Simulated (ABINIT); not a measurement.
The system is BaZrO3.

```
Ba Zr O
1.0
     4.19134    0.00000    0.00000
     0.00000    4.19134    0.00000
     0.00000    0.00000    4.19134
Ba Zr O
1 1 3
Direct
  0.00000 0.00000 0.00000
  0.50000 0.50000 0.50000
  0.50000 0.50000 0.00000
  0.50000 0.00000 0.50000
  0.00000 0.50000 0.50000
```

Base run:

* Program: ABINIT 10.8.3 (patched build)
* Functional: LDA
* Potentials or basis: PseudoDojo NC SR LDA v0.4.1 standard
* Cutoff: 952 eV
* k mesh: 4 × 4 × 4
* Occupations: fermi-dirac, width 0.05 eV
* Spin: no spin polarisation

Its results: band gap on the k mesh 3.10 eV, indirect (least direct gap 3.31 eV).

The run is repeated on the same cell with these changes: functional from LDA to PBE; potentials or basis from PseudoDojo NC SR LDA v0.4.1 standard to PseudoDojo NC SR PBE v0.4.1 standard. What comes out?

Band gap on the k mesh 3.21 eV, indirect (least direct gap 3.42 eV).

Caveats: this release of the barium file is off; spin-orbit coupling is left out, which moves the levels of the heavy elements.

A k mesh can miss the band edges.
